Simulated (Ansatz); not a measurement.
A surface is cut from this relaxed crystal of TiAl₃:

```yaml
crystal:
  lattice:
    - [-1.91200, 1.91200, 4.28192]
    - [1.91200, -1.91200, 4.28192]
    - [1.91200, 1.91200, -4.28192]
  atoms:
    - { symbol: Ti, position: [0.00000, 0.00000, 0.00000] }
    - { symbol: Al, position: [0.50000, 0.50000, 0.00000] }
    - { symbol: Al, position: [0.75000, 0.25000, 0.50000] }
    - { symbol: Al, position: [0.25000, 0.75000, 0.50000] }
```

Miller indices refer to the conventional cell of I4/mmm (No. 139), a = 3.824 Å, b = 3.824 Å, c = 8.564 Å, α = 90.00°, β = 90.00°, γ = 90.00°.

The (001) slab of 5 planes, 8.6 Å thick with 15 Å of vacuum as cut; outer planes TiAl (top) and TiAl (bottom).

The calculation used DFT r2SCAN, scalar-relativistic, plane waves, PAW (Ansatz). Cutoff 500 eV; k points 9×9×1 on the computed 10-atom cell (Γ-centred); Gaussian smearing, width 0.10 eV; no spin polarisation. A dipole correction removes the field between periodic images along c.

The slab isn't stoichiometric (Ti3Al7), so its surface energy depends on the chemical potentials; it is given with the excess atoms taken from the element's standard state, a limit at which the compound may itself be unstable, so the figure can be too low.

With the atoms at the bulk's places:

| Quantity | Value |
| --- | --- |
| Surface energy with the excess atoms taken from the elements | 1.95 J/m² |
| Work function | 4.21 eV |

Q: What changes when all atoms relax within this surface cell and its symmetry?

A: The energy falls by 0.007 J/m² a face, and the largest move is 0.03 Å.

* Surface energy with the excess atoms taken from the elements: 1.94 J/m²
* Work function: 4.26 eV

| plane (bottom to top) | atoms | spacing to next, bulk (Å) | relaxed (Å) | change (%) | rumpling (Å) |
| --- | --- | --- | --- | --- | --- |
| 1 | TiAl | 2.141 | 2.118 | -1.1 | 0.051 |
| 2 | Al2 | 2.141 | 2.163 | +1.0 | 0.000 |
| 3 | TiAl | 2.141 | 2.163 | +1.0 | 0.000 |
| 4 | Al2 | 2.141 | 2.118 | -1.1 | 0.000 |
| 5 | TiAl |  |  |  | 0.051 |

Spin polarisation was left out, and a magnetic state may lie lower.